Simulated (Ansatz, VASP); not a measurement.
One calculation of Os, two programs

```
Os
1.0
    -1.51829    1.51829    1.51829
     1.51829   -1.51829    1.51829
     1.51829    1.51829   -1.51829
Os
1
Direct
  0.00000 0.00000 0.00000
```

This isn't the form of Os at room conditions, which is hcp.

Alike in both runs: task relaxation of cell and atoms; functional PBE; dispersion D3(BJ); k mesh 10 × 10 × 10; occupations gaussian, width 0.1 eV; no spin polarisation.

```csv
,VASP,Ansatz
version,VASP 6.6.1,Ansatz 0.2.0
potentials or method,"VASP PAW PBE potentials, release 64 (Os)","scalar-relativistic, plane waves, PAW"
plane-wave cutoff (eV),600,420
valence electrons in the cell,8,16
```

```csv
,VASP,Ansatz,Ansatz less VASP
"gap on the k mesh at the Fermi level, each at its own relaxed structure (eV)",none,none,-
relaxed volume (Å³/atom),14.50,14.49,-0.014
relaxed cell length with the largest relative difference (Å),2.661,2.660,-0.0008
energy change over the relaxation (meV/atom),-22,-20,+1.4
```

A gap of «none» marks a metal or a gap that the smearing closes. The two sets of potentials don't hold the same shells in valence.

Caveats: pairwise dispersion overbinds metals, which lowers pressure and volume. The runs have no spin-orbit coupling, so splittings on Os are missing.
